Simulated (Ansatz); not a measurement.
# SnO2 (P4_2/mnm): the equilibrium volume, part 2 of 2

Aim: the volume at which the pressure of SnO2 (P4_2/mnm) vanishes.

Ansatz 0.2.0; DFT PBE, scalar-relativistic, plane waves, PAW. Earlier steps stand in the parts before.

## 3. Full relaxation

Input file input.yaml:

```yaml
crystal:
  lattice:
    - [4.764818045, 0.0, 0.0]
    - [0.0, 4.764818045, 0.0]
    - [0.0, 0.0, 3.20749977]
  atoms:
    - { symbol: Sn, position: [0.5, 0.5, 0.5] }
    - { symbol: Sn, position: [0.0, 0.0, 0.0] }
    - { symbol: O, position: [0.1940277, 0.8059723, 0.5] }
    - { symbol: O, position: [0.8059723, 0.1940277, 0.5] }
    - { symbol: O, position: [0.3059723, 0.3059723, 0.0] }
    - { symbol: O, position: [0.6940277, 0.6940277, 0.0] }
basis:
  ecutwfc: 420
kpoints:
  mp_grid: { grid: [6, 6, 8] }
hamiltonian:
  xc: pbe
scf:
  occupations: { method: gaussian, width: 0.02 }
output:
  forces: true
  stress: true
  eigenvalues: true
  write_density: true
  write_potential: true
  elf: true
  volumetric_format: npy
relax:
  adjacent_minimum: "off"
  f_tol: 0.005
  max_steps: 80
  cell: { stress_tol: 0.05 }
```

Started as:

```console
$ ansatz run input.yaml --threads 8 --pin off --max-ram 16384MiB --backend cpu --events-out ev --progress --plain --runs-dir out
```

The program printed:

```text
Warning: RAYON_NUM_THREADS=8 ignored (pool sized by the plan → 8); use --threads N
Engine: ansatz 0.2.0, aarch64-unknown-linux-gnu
Pseudopotentials: kind: paw
Pseudopotential: Sn, paw, valence charge 14, recommended cutoff 420 eV (normal), Sn.paw.azcp
Pseudopotential: O, paw, valence charge 6, recommended cutoff 420 eV (normal), O.paw.azcp
Functional definition: PBE
  parameter kappa = 0.804
  parameter beta = 0.06672455060314922
  exchange = pbe_x(kappa = kappa, mu = beta*pi^2/3)
  correlation = pbe_c(beta = beta)
Crystal: 6 atoms, lattice volume = 72.821 Å³
Basis set: ecut = 420 eV, 1435 PW (Γ), exchange–correlation on 64×64×48 points (8 copies of the dense FFT grid, shifted against one another)
Bands: 32, of which v1, the nominal top of the filled ones, is band 26 counted from 1 (25 counted from 0)
Symmetry: 16 space group operations
Space group: P42/mnm (ITA 136), of the structure as read, at distance tolerance 4.2e-5 Å
k-points: 50 of 288
Non-local potential: Sn, projectors of the file, l = 0: 2, l = 1: 2, l = 2: 2, l = 3: 2
Non-local potential: O, projectors of the file, l = 0: 2, l = 1: 2, l = 2: 1
PAW form: soft (Blöchl's): semilocal exchange-correlation on the pseudo side does not see the compensation charge
PAW one-centre angular grid: Sn, 590 points (default); XC on 64 Gauss nodes
PAW one-centre angular grid: O, 110 points (default); XC on 64 Gauss nodes
Initial density: superposition of atomic densities (neutral atoms: chi_scale 0, normalization atom), corrected by the library's trained network
Initial wavefunctions: pseudopotential atomic-orbital guess
Functional: x = pbe(κ = 0.804, μ = 0.2195149727645171), c = pbe(β = 0.06672455060314922)
SCF iter   1: F=—  HF=-14317.914109 eV  |F-HF|=—  |Δ(HF+E_count)|=         —  Δρ=1.12e-3  dr2=3.39e-4  ethr=1.77e-3  ⟨swp⟩=6.3  Hψ=7100  notcnv=0
preconditioner: auto → Resta (q_TF=auto, 2.579 Å⁻¹)  ε∞=3.6  [insulator: Δε(μ)=1.049 eV  Ē_g=19.585 eV  σ=0.020 eV  W_gap=1.00  n_scr=18 (ndim 8)  ℏωp=31.4 eV  f_vac=0.030  D(μ)=0.00/eV (n_scr^D=0)  ε∞_Penn≈3.6]
SCF iter   2: F=—  HF=-14317.915731 eV  |F-HF|=—  |Δ(HF+E_count)|=   1.62e-3  Δρ=5.82e-4  dr2=8.44e-5  ethr=6.52e-7  ⟨swp⟩=2.6  Hψ=3535  notcnv=0  defer=39
SCF iter   3: F=—  HF=-14317.916001 eV  |F-HF|=—  |Δ(HF+E_count)|=   2.70e-4  Δρ=2.09e-4  dr2=2.05e-5  ethr=1.62e-7  ⟨swp⟩=2.8  Hψ=2948  notcnv=0  defer=39
SCF iter   4: F=—  HF=-14317.916026 eV  |F-HF|=—  |Δ(HF+E_count)|=   2.43e-5  Δρ=4.00e-5  dr2=6.33e-7  ethr=3.95e-8  ⟨swp⟩=2.0  Hψ=2122  notcnv=0  defer=39
iter 5 did not close the SCF: its close was put off for the readings that it lacked (scf_convergence_deferred on its scf_iter line)
SCF iter   5: F=-14317.916027 eV  HF=-14317.916027 eV  |F-HF|=1.30e-7  |Δ(HF+E_count)|=   1.40e-6  Δρ=1.23e-5  dr2=6.86e-8  ethr=1.22e-9  ⟨swp⟩=2.0  Hψ=2738  notcnv=0  defer=39
SCF iter   6: F=-14317.916027 eV  HF=-14317.916027 eV  |F-HF|=1.19e-8  |Δ(HF+E_count)|=   1.40e-7  Δρ=3.93e-6  dr2=6.32e-9  ethr=1.32e-10  ⟨swp⟩=10.1  Hψ=11266  notcnv=0
SCF 1 converged in 6 iterations: F = -14317.916027 eV  dr2 = 6.32e-9
relax step   1: F+E_penalty+E_count = -14317.91602729 eV  Δ(F+E_penalty+E_count) = +0.000e0 eV  max|allowed force component| = 1.810e-2 eV/Å  Δτ_max = 0.0000 Å  P = +6.791 GPa  Ω = 72.821 Å³  (6 SCF iters, dr2 threshold 1.00e-7 eV, accepted)
Crystal: 6 atoms, lattice volume = 75.200 Å³
Basis set: ecut = 420 eV, 1463 PW (Γ), exchange–correlation on 64×64×48 points (8 copies of the dense FFT grid, shifted against one another)
Initial density: handed on by an earlier stage of this run
Initial wavefunctions: those handed on with the density
iter 1 solved again at ethr=4.58e-5 eV; its pass at ethr=3.10e-3 eV (dr2=2.38e-2 eV) is discarded
SCF iter   1: F=—  HF=-14317.960821 eV  |F-HF|=—  |Δ(HF+E_count)|=         —  Δρ=6.10e-3  dr2=2.33e-2  ethr=4.58e-5  ⟨swp⟩=1.9  Hψ=8285  notcnv=0
preconditioner: auto → Resta (q_TF=auto, 2.566 Å⁻¹)  ε∞=3.6  [insulator: Δε(μ)=0.673 eV  Ē_g=19.256 eV  σ=0.020 eV  W_gap=1.00  n_scr=18 (ndim 8)  ℏωp=30.9 eV  f_vac=0.041  D(μ)=0.00/eV (n_scr^D=0)  ε∞_Penn≈3.6]
SCF iter   2: F=—  HF=-14317.954385 eV  |F-HF|=—  |Δ(HF+E_count)|=   6.44e-3  Δρ=1.71e-3  dr2=1.78e-3  ethr=4.48e-5  ⟨swp⟩=2.0  Hψ=2479  notcnv=0
SCF iter   3: F=—  HF=-14317.954198 eV  |F-HF|=—  |Δ(HF+E_count)|=   1.88e-4  Δρ=8.38e-4  dr2=5.52e-4  ethr=3.42e-6  ⟨swp⟩=2.0  Hψ=2410  notcnv=0
SCF iter   4: F=—  HF=-14317.954212 eV  |F-HF|=—  |Δ(HF+E_count)|=   1.44e-5  Δρ=1.54e-4  dr2=2.45e-5  ethr=1.06e-6  ⟨swp⟩=2.4  Hψ=2920  notcnv=0
SCF iter   5: F=—  HF=-14317.954227 eV  |F-HF|=—  |Δ(HF+E_count)|=   1.53e-5  Δρ=4.84e-5  dr2=1.42e-6  ethr=4.71e-8  ⟨swp⟩=3.0  Hψ=2917  notcnv=0
SCF iter   6: F=-14317.954230 eV  HF=-14317.954230 eV  |F-HF|=4.95e-8  |Δ(HF+E_count)|=   2.13e-6  Δρ=6.30e-6  dr2=2.78e-8  ethr=1.15e-9  ⟨swp⟩=10.5  Hψ=12099  notcnv=0
SCF 2 converged in 6 iterations: F = -14317.954230 eV  dr2 = 2.78e-8
relax step   2: F+E_penalty+E_count = -14317.95422963 eV  Δ(F+E_penalty+E_count) = -3.820e-2 eV  max|allowed force component| = 2.838e-2 eV/Å  Δτ_max = 0.0018 Å  P = +0.183 GPa  Ω = 75.200 Å³  energy of the carried Pulay correction = -1.216e-2 eV  (6 SCF iters, dr2 threshold 6.00e-7 eV, accepted)
Crystal: 6 atoms, lattice volume = 75.294 Å³
iter 1 solved again at ethr=5.39e-8 eV; its pass at ethr=3.10e-3 eV (dr2=2.80e-5 eV) is discarded
SCF iter   1: F=—  HF=-14317.954029 eV  |F-HF|=—  |Δ(HF+E_count)|=         —  Δρ=2.49e-4  dr2=3.17e-5  ethr=5.39e-8  ⟨swp⟩=2.8  Hψ=8132  notcnv=0
preconditioner: auto → Resta (q_TF=auto, 2.565 Å⁻¹)  ε∞=3.6  [insulator: Δε(μ)=0.690 eV  Ē_g=19.273 eV  σ=0.020 eV  W_gap=1.00  n_scr=18 (ndim 8)  ℏωp=30.9 eV  f_vac=0.036  D(μ)=0.00/eV (n_scr^D=0)  ε∞_Penn≈3.6]
SCF iter   2: F=—  HF=-14317.954028 eV  |F-HF|=—  |Δ(HF+E_count)|=   1.37e-6  Δρ=1.10e-4  dr2=5.17e-6  ethr=5.39e-8  ⟨swp⟩=2.0  Hψ=2170  notcnv=0
SCF iter   3: F=—  HF=-14317.954027 eV  |F-HF|=—  |Δ(HF+E_count)|=   3.95e-7  Δρ=4.32e-5  dr2=1.04e-6  ethr=9.94e-9  ⟨swp⟩=2.0  Hψ=2879  notcnv=0
SCF iter   4: F=-14317.954027 eV  HF=-14317.954027 eV  |F-HF|=2.50e-8  |Δ(HF+E_count)|=   2.34e-8  Δρ=6.88e-6  dr2=3.12e-8  ethr=5.11e-10  ⟨swp⟩=10.0  Hψ=11785  notcnv=0
SCF 3 converged in 4 iterations: F = -14317.954027 eV  dr2 = 3.12e-8
relax step   3: F+E_penalty+E_count = -14317.95402733 eV  Δ(F+E_penalty+E_count) = +2.023e-4 eV  max|allowed force component| = 1.721e-2 eV/Å  Δτ_max = 0.0009 Å  P = -0.001 GPa  Ω = 75.294 Å³  energy of the carried Pulay correction = -1.264e-2 eV  (4 SCF iters, dr2 threshold 2.66e-7 eV, accepted)
Crystal: 6 atoms, lattice volume = 75.314 Å³
iter 1 solved again at ethr=7.79e-8 eV; its pass at ethr=3.10e-3 eV (dr2=4.05e-5 eV) is discarded
SCF iter   1: F=—  HF=-14317.953990 eV  |F-HF|=—  |Δ(HF+E_count)|=         —  Δρ=3.52e-4  dr2=4.42e-5  ethr=7.79e-8  ⟨swp⟩=2.2  Hψ=7875  notcnv=0
preconditioner: auto → Resta (q_TF=auto, 2.565 Å⁻¹)  ε∞=3.6  [insulator: Δε(μ)=0.697 eV  Ē_g=19.273 eV  σ=0.020 eV  W_gap=1.00  n_scr=18 (ndim 8)  ℏωp=30.9 eV  f_vac=0.037  D(μ)=0.00/eV (n_scr^D=0)  ε∞_Penn≈3.6]
SCF iter   2: F=—  HF=-14317.953991 eV  |F-HF|=—  |Δ(HF+E_count)|=   1.10e-6  Δρ=1.90e-4  dr2=1.40e-5  ethr=7.79e-8  ⟨swp⟩=1.0  Hψ=1600  notcnv=0
SCF iter   3: F=—  HF=-14317.953989 eV  |F-HF|=—  |Δ(HF+E_count)|=   2.87e-6  Δρ=2.18e-5  dr2=2.10e-7  ethr=2.69e-8  ⟨swp⟩=2.0  Hψ=2200  notcnv=0
SCF iter   4: F=-14317.953989 eV  HF=-14317.953989 eV  |F-HF|=1.57e-8  |Δ(HF+E_count)|=  8.95e-10  Δρ=8.92e-6  dr2=3.80e-8  ethr=1.46e-10  ⟨swp⟩=10.0  Hψ=11290  notcnv=0
SCF 4 converged in 4 iterations: F = -14317.953989 eV  dr2 = 3.80e-8
relax step   4: F+E_penalty+E_count = -14317.95398854 eV  Δ(F+E_penalty+E_count) = +3.878e-5 eV  max|allowed force component| = 1.280e-2 eV/Å  Δτ_max = 0.0021 Å  P = +0.030 GPa  Ω = 75.314 Å³  energy of the carried Pulay correction = -1.273e-2 eV  (4 SCF iters, dr2 threshold 7.59e-8 eV, accepted)
Crystal: 6 atoms, lattice volume = 75.329 Å³
iter 1 solved again at ethr=1.85e-8 eV; its pass at ethr=3.10e-3 eV (dr2=9.60e-6 eV) is discarded
SCF iter   1: F=—  HF=-14317.953946 eV  |F-HF|=—  |Δ(HF+E_count)|=         —  Δρ=1.90e-4  dr2=1.04e-5  ethr=1.85e-8  ⟨swp⟩=3.0  Hψ=8418  notcnv=0
preconditioner: auto → Resta (q_TF=auto, 2.565 Å⁻¹)  ε∞=3.6  [insulator: Δε(μ)=0.696 eV  Ē_g=19.273 eV  σ=0.020 eV  W_gap=1.00  n_scr=18 (ndim 8)  ℏωp=30.9 eV  f_vac=0.037  D(μ)=0.00/eV (n_scr^D=0)  ε∞_Penn≈3.6]
SCF iter   2: F=—  HF=-14317.953955 eV  |F-HF|=—  |Δ(HF+E_count)|=   8.56e-6  Δρ=9.81e-5  dr2=3.20e-6  ethr=1.85e-8  ⟨swp⟩=1.0  Hψ=1600  notcnv=0
SCF iter   3: F=—  HF=-14317.953954 eV  |F-HF|=—  |Δ(HF+E_count)|=   3.60e-7  Δρ=1.81e-5  dr2=1.99e-7  ethr=6.16e-9  ⟨swp⟩=2.1  Hψ=2240  notcnv=0
SCF iter   4: F=—  HF=-14317.953954 eV  |F-HF|=—  |Δ(HF+E_count)|=   2.18e-8  Δρ=6.57e-6  dr2=1.91e-8  ethr=3.83e-10  ⟨swp⟩=2.0  Hψ=2304  notcnv=0
SCF iter   5: F=-14317.953954 eV  HF=-14317.953954 eV  |F-HF|=8.77e-10  |Δ(HF+E_count)|=   6.35e-9  Δρ=1.42e-6  dr2=1.15e-9  ethr=2.15e-11  ⟨swp⟩=7.8  Hψ=9100  notcnv=0
SCF 5 converged in 5 iterations: F = -14317.953954 eV  dr2 = 1.15e-9
relax step   5: F+E_penalty+E_count = -14317.95395418 eV  Δ(F+E_penalty+E_count) = +3.436e-5 eV  max|allowed force component| = 8.729e-4 eV/Å  Δτ_max = 0.0010 Å  P = -0.005 GPa  Ω = 75.329 Å³  energy of the carried Pulay correction = -1.281e-2 eV  (5 SCF iters, dr2 threshold 1.12e-8 eV, accepted)
Basis set: ecut = 420 eV, 1463 PW (Γ), exchange–correlation on 72×72×48 points (8 copies of the dense FFT grid, shifted against one another)
Initial wavefunctions: pseudopotential atomic-orbital guess (no wavefunctions were taken with the density)
iter 1 solved again at ethr=3.87e-8 eV; its pass at ethr=3.10e-3 eV (dr2=2.01e-5 eV) is discarded
SCF iter   1: F=—  HF=-14317.968858 eV  |F-HF|=—  |Δ(HF+E_count)|=         —  Δρ=3.75e-4  dr2=1.31e-5  ethr=3.87e-8  ⟨swp⟩=3.6  Hψ=11810  notcnv=0
preconditioner: auto → Resta (q_TF=auto, 2.565 Å⁻¹)  ε∞=3.6  [insulator: Δε(μ)=0.696 eV  Ē_g=19.273 eV  σ=0.020 eV  W_gap=1.00  n_scr=18 (ndim 8)  ℏωp=30.9 eV  f_vac=0.035  D(μ)=0.00/eV (n_scr^D=0)  ε∞_Penn≈3.6]
SCF iter   2: F=—  HF=-14317.969018 eV  |F-HF|=—  |Δ(HF+E_count)|=   1.60e-4  Δρ=1.81e-4  dr2=3.47e-6  ethr=2.51e-8  ⟨swp⟩=2.1  Hψ=2324  notcnv=0
SCF iter   3: F=—  HF=-14317.969083 eV  |F-HF|=—  |Δ(HF+E_count)|=   6.46e-5  Δρ=6.17e-5  dr2=3.14e-7  ethr=6.68e-9  ⟨swp⟩=2.3  Hψ=2167  notcnv=0
SCF iter   4: F=—  HF=-14317.969090 eV  |F-HF|=—  |Δ(HF+E_count)|=   6.79e-6  Δρ=2.94e-6  dr2=2.32e-9  ethr=6.04e-10  ⟨swp⟩=2.0  Hψ=2400  notcnv=0
SCF iter   5: F=—  HF=-14317.969090 eV  |F-HF|=—  |Δ(HF+E_count)|=   1.01e-8  Δρ=4.70e-7  dr2=8.14e-11  ethr=4.45e-12  ⟨swp⟩=2.0  Hψ=2891  notcnv=0
SCF iter   6: F=-14317.969090 eV  HF=-14317.969090 eV  |F-HF|=1.46e-11  |Δ(HF+E_count)|=  3.64e-11  Δρ=1.35e-7  dr2=6.53e-12  ethr=1.00e-12  ⟨swp⟩=6.0  Hψ=7432  notcnv=0
SCF 6 converged in 6 iterations: F = -14317.969090 eV  dr2 = 6.53e-12
relax step   6: F+E_penalty+E_count = -14317.96908976 eV  Δ(F+E_penalty+E_count) = -1.514e-2 eV  max|allowed force component| = 1.420e-3 eV/Å  Δτ_max = 0.0000 Å  P = +0.294 GPa  Ω = 75.329 Å³  stress off target by 3.03e-1 GPa  SCF on the basis re-selected at this cell (its energy is not comparable with the rows above)  (6 SCF iters)
basis re-selected at this cell: Δ(F+E_penalty+E_count) = -1.514e-2 eV, ΔP = +0.298 GPa vs the last step (what re-selecting the basis moved, of the pressure what is left beyond the Pulay correction that the steps carried, after the strain that the cell walked since its last selection, with what the two solves' SCF thresholds leave and, on support functions, any second-order correction that the steps lacked; it is no measure of the basis error at this ecutwfc). The dense FFT grid was sized anew with the basis: this SCF ran on 36×36×24 points, the steps before it on 32×32×24, so part of this shift can come from that change (see relax.cell in the input reference). This SCF's stress stands 3.03e-1 GPa from its target on what of the cell is left free (relax.cell.stress_tol is 5.00e-2 GPa) and its largest allowed force component is 1.42e-3 eV/Å (relax.f_tol is 5.00e-3 eV/Å): not within both, so this SCF does not close the relaxation
Crystal: 6 atoms, lattice volume = 75.455 Å³
Basis set: ecut = 420 eV, 1495 PW (Γ), exchange–correlation on 72×72×48 points (8 copies of the dense FFT grid, shifted against one another)
iter 1 solved again at ethr=9.96e-8 eV; its pass at ethr=3.10e-3 eV (dr2=5.18e-5 eV) is discarded
SCF iter   1: F=—  HF=-14317.968639 eV  |F-HF|=—  |Δ(HF+E_count)|=         —  Δρ=2.92e-4  dr2=5.24e-5  ethr=9.96e-8  ⟨swp⟩=2.0  Hψ=7842  notcnv=0
preconditioner: auto → Resta (q_TF=auto, 2.564 Å⁻¹)  ε∞=3.6  [insulator: Δε(μ)=0.679 eV  Ē_g=19.258 eV  σ=0.020 eV  W_gap=1.00  n_scr=18 (ndim 8)  ℏωp=30.8 eV  f_vac=0.035  D(μ)=0.00/eV (n_scr^D=0)  ε∞_Penn≈3.6]
SCF iter   2: F=—  HF=-14317.968572 eV  |F-HF|=—  |Δ(HF+E_count)|=   6.76e-5  Δρ=9.15e-5  dr2=4.61e-6  ethr=9.96e-8  ⟨swp⟩=2.0  Hψ=2175  notcnv=0
SCF iter   3: F=—  HF=-14317.968571 eV  |F-HF|=—  |Δ(HF+E_count)|=   2.98e-7  Δρ=4.38e-5  dr2=1.31e-6  ethr=8.87e-9  ⟨swp⟩=2.1  Hψ=2481  notcnv=0
SCF iter   4: F=-14317.968572 eV  HF=-14317.968571 eV  |F-HF|=3.02e-8  |Δ(HF+E_count)|=   1.01e-7  Δρ=7.75e-6  dr2=6.10e-8  ethr=4.41e-10  ⟨swp⟩=7.0  Hψ=11135  notcnv=0
SCF 7 converged in 4 iterations: F = -14317.968572 eV  dr2 = 6.10e-8
relax step   7: F+E_penalty+E_count = -14317.96857153 eV  Δ(F+E_penalty+E_count) = +5.182e-4 eV  max|allowed force component| = 1.892e-5 eV/Å  Δτ_max = 0.0003 Å  P = +0.013 GPa  Ω = 75.455 Å³  energy of the carried Pulay correction = -6.419e-4 eV  (4 SCF iters, dr2 threshold 2.29e-7 eV, accepted)
iter 1 solved again at ethr=1.81e-8 eV; its pass at ethr=3.10e-3 eV (dr2=9.42e-6 eV) is discarded
SCF iter   1: F=—  HF=-14317.969317 eV  |F-HF|=—  |Δ(HF+E_count)|=         —  Δρ=4.09e-5  dr2=1.10e-7  ethr=1.81e-8  ⟨swp⟩=3.8  Hψ=11906  notcnv=0
preconditioner: auto → Resta (q_TF=auto, 2.564 Å⁻¹)  ε∞=3.6  [insulator: Δε(μ)=0.681 eV  Ē_g=19.259 eV  σ=0.020 eV  W_gap=1.00  n_scr=18 (ndim 8)  ℏωp=30.8 eV  f_vac=0.035  D(μ)=0.00/eV (n_scr^D=0)  ε∞_Penn≈3.6]
SCF iter   2: F=—  HF=-14317.969272 eV  |F-HF|=—  |Δ(HF+E_count)|=   4.48e-5  Δρ=2.06e-5  dr2=4.17e-8  ethr=2.12e-10  ⟨swp⟩=2.0  Hψ=2393  notcnv=0
SCF iter   3: F=—  HF=-14317.969276 eV  |F-HF|=—  |Δ(HF+E_count)|=   3.84e-6  Δρ=4.32e-6  dr2=7.69e-9  ethr=8.02e-11  ⟨swp⟩=2.0  Hψ=2153  notcnv=0
SCF iter   4: F=—  HF=-14317.969276 eV  |F-HF|=—  |Δ(HF+E_count)|=   1.96e-8  Δρ=1.61e-6  dr2=6.03e-10  ethr=1.48e-11  ⟨swp⟩=2.0  Hψ=2196  notcnv=0
SCF iter   5: F=-14317.969276 eV  HF=-14317.969276 eV  |F-HF|=1.86e-10  |Δ(HF+E_count)|=   2.18e-8  Δρ=1.89e-7  dr2=9.27e-12  ethr=1.00e-12  ⟨swp⟩=5.0  Hψ=8590  notcnv=0
SCF 8 converged in 5 iterations: F = -14317.969276 eV  dr2 = 9.27e-12
relax step   8: F+E_penalty+E_count = -14317.96927600 eV  Δ(F+E_penalty+E_count) = -7.045e-4 eV  max|allowed force component| = 6.411e-5 eV/Å  Δτ_max = 0.0000 Å  P = +0.020 GPa  Ω = 75.455 Å³  stress off target by 2.35e-2 GPa  SCF on the basis re-selected at this cell (its energy is not comparable with the rows above)  (5 SCF iters)
basis re-selected at this cell: Δ(F+E_penalty+E_count) = -7.045e-4 eV, ΔP = +0.007 GPa vs the last step (what re-selecting the basis moved, of the pressure what is left beyond the Pulay correction that the steps carried, after the strain that the cell walked since its last selection, with what the two solves' SCF thresholds leave and, on support functions, any second-order correction that the steps lacked; it is no measure of the basis error at this ecutwfc). This SCF's stress stands 2.35e-2 GPa from its target on what of the cell is left free (relax.cell.stress_tol is 5.00e-2 GPa) and its largest allowed force component is 6.41e-5 eV/Å (relax.f_tol is 5.00e-3 eV/Å): within both
SCF converged after 5 iterations
Free energy (F): -14317.969276 eV
Harris-Foulkes:  -14317.969276 eV  (|F-HF|=1.86e-10)
Internal energy: -14317.969276 eV  (E = F + TS)
E sigma→0 (E₀):  -14317.969276 eV
Fermi energy:    9.084024 eV
--- Per-component energies (eV) ---
  E_band       = -154.645678
  E_kinetic    = 1078.003062
  E_local      = -2963.321232  (includes V_loc(G=0)·N_el)
  E_nonlocal   = 133.837990
  E_hartree    = 1523.869692
  E_xc         = -1053.242048
  E_vxc        = -561.657566  (∫ρ·V_xc dr)
  E_paw        = -8928.356553  (= ΣΔE_a)
  E_vpaw       = -889.257204  (= ΣTr[D̂ρ^β])
  E_aug_tail   = 0.009863  (compensation charges beyond the density's cutoff)
  E_ewald      = -4108.770050
  E_smearing   = -0.000000  (= −TS)
  E_closure    = 0.000000  (closes the sum)
  Σ components = -14317.969276   (vs F -14317.969276, Δ=0.00e0)
--- Forces (eV/Å), atoms counted from 1 ---
  atom   1  Sn     0.00000000     0.00000000     0.00000000
  atom   2  Sn     0.00000000     0.00000000     0.00000000
  atom   3  O     -0.00006411     0.00006411     0.00000000
  atom   4  O      0.00006411    -0.00006411     0.00000000
  atom   5  O      0.00006411     0.00006411     0.00000000
  atom   6  O     -0.00006411    -0.00006411     0.00000000
  max |Σ_I F_I| component: 3.47e-18 eV/Å
--- Stress (GPa, compression-positive) ---
        0.023511       0.000000       0.000000
        0.000000       0.023511       0.000000
        0.000000       0.000000       0.011922
  P = ⅓ Tr σ = 0.0196 GPa (0.196 kbar)
--- Band table (eV; the first three rows and the last of 50) ---
  k-point 0: bands = ["-12.2960", "-11.6380", "-11.4379", "-11.4119", "-11.4119", "-11.3392", "-11.3129", "-11.2439", "-11.2118", "-11.2118", "-9.9081", "-8.1970", "-8.1970", "-6.6797", "0.7851", "4.8513", "4.8513", "4.9731", "5.8421", "6.7641", "6.7763", "7.4938", "7.4938", "8.0073", "8.0073", "8.7433", "9.4247", "14.4486", "14.8229", "14.8229", "18.8857", "18.9694"]
  k-point 1: bands = ["-12.2308", "-11.5694", "-11.5315", "-11.5315", "-11.4142", "-11.3488", "-11.3079", "-11.2443", "-11.2285", "-11.2285", "-9.8233", "-7.9925", "-7.9925", "-6.7823", "0.7852", "4.8374", "4.9855", "4.9855", "5.7553", "5.9408", "6.6313", "6.9594", "6.9594", "8.0308", "8.0308", "8.6254", "10.4367", "14.7254", "15.4455", "15.4455", "17.9190", "19.8964"]
  k-point 2: bands = ["-12.0604", "-11.7843", "-11.7843", "-11.4586", "-11.3505", "-11.3436", "-11.2948", "-11.2611", "-11.2611", "-11.2462", "-9.5419", "-7.5310", "-7.5310", "-7.1041", "0.8343", "4.1797", "4.6442", "5.3020", "5.3020", "6.0039", "6.0039", "6.1988", "6.2276", "7.9361", "7.9361", "8.2902", "12.0205", "15.1108", "16.8208", "16.8208", "17.2985", "20.0094"]
  k-point 49: bands = ["-12.0894", "-12.0894", "-11.6669", "-11.6669", "-11.3056", "-11.3056", "-11.2579", "-11.2579", "-11.2151", "-11.2151", "-8.1953", "-8.1953", "-6.9831", "-6.9831", "1.0089", "1.0089", "3.9737", "3.9737", "6.2376", "6.2376", "6.3184", "6.3184", "7.8290", "7.8290", "7.9656", "7.9656", "13.1081", "13.1081", "17.3702", "17.3702", "19.3214", "19.3214"]
--- Relaxed structure (6 steps of the walk, 6 accepted, 2 SCFs on fresh bases) ---
  F+E_penalty+E_count = -14317.96927600 eV   max|allowed force component| = 6.411e-5 eV/Å   (the final SCF, on the basis selected at the relaxed cell)
  cell:  # Å, volume = 75.4547 Å³
    - [4.827189993147202, 8.515407220226558e-34, 0.0]
    - [-2.746905554911793e-35, 4.827189993147202, 0.0]
    - [0.0, 0.0, 3.2381523547624416]
  atoms:
    - { symbol: Sn, position: [0.5, 0.5, 0.49999999999999994] }
    - { symbol: Sn, position: [7.584774922120403e-21, 7.584774922120715e-21, 0.0] }
    - { symbol: O, position: [0.19342347950611233, 0.8065765204938875, 0.49999999999999994] }
    - { symbol: O, position: [0.8065765204938875, 0.19342347950611233, 0.49999999999999994] }
    - { symbol: O, position: [0.30657652049388767, 0.30657652049388767, 0.0] }
    - { symbol: O, position: [0.6934234795061125, 0.6934234795061125, 0.0] }
```

It took 8.7 s on 8 threads of Arm Neoverse V1, shared host; peak memory 0.51 GiB.

How the relaxation went:

| step | energy from step 1 (meV/atom) | largest force component (eV/Å) | pressure (GPa) | volume (Å³/atom) |
| --- | --- | --- | --- | --- |
| 1 | 0.0 | 0.018 | 6.79 | 12.137 |
| 2 | -6.4 | 0.028 | 0.18 | 12.533 |
| 3 | -6.3 | 0.017 | 0.00 | 12.549 |
| 4 | -6.3 | 0.013 | 0.03 | 12.552 |
| 5 | -6.3 | 0.001 | 0.00 | 12.555 |
| 6 | -8.8 | 0.001 | 0.29 | 12.555 |
| 7 | -8.8 | 0.000 | 0.01 | 12.576 |
| 8 | -8.9 | 0.000 | 0.02 | 12.576 |

Step 1 is the start. Step 6 repeats a cell on a basis chosen anew, so the energy can jump there without a move. Step 8 repeats the geometry before it on a plane-wave basis chosen anew for the final cell, which shifts the energy by -0.1 meV/atom.

This gives: volume 12.576 Å³/atom, pressure 0.02 GPa, gap on the mesh 0.68 eV.

## 4. The cell, before and after

How the cell compares, before and after:

| cell as typed | before | after | change |
| --- | --- | --- | --- |
| a (Å) | 4.765 | 4.827 | +1.3 % |
| b (Å) | 4.765 | 4.827 | +1.3 % |
| c (Å) | 3.207 | 3.238 | +1.0 % |
| volume (Å³/atom) | 12.137 | 12.576 | +3.6 % |
| shortest distance (Å) | 2.062 | 2.089 | +1.3 % |
| space group | P4_2/mnm | P4_2/mnm | same |

## 5. Outcome

What follows sums up all 2 parts. Changes of volume or cell count from the first structure of part 1.

| quantity | value |
| --- | --- |
| volume | 12.576 Å³/atom |
| pressure | 0.02 GPa |
| conventional cell | a = 4.827 Å, b = 4.827 Å, c = 3.238 Å, α = 90.00°, β = 90.00°, γ = 90.00° |
| gap on the mesh | 0.68 eV |

Over the 2 runs shown the cell moved from 12.14 to 12.58 Å³/atom, a change of +3.6 %, where the pressure is zero within 0.02 GPa.

These are semilocal Kohn-Sham gaps, which aren't the measured quantity. Such gaps usually fall short of the measured ones.
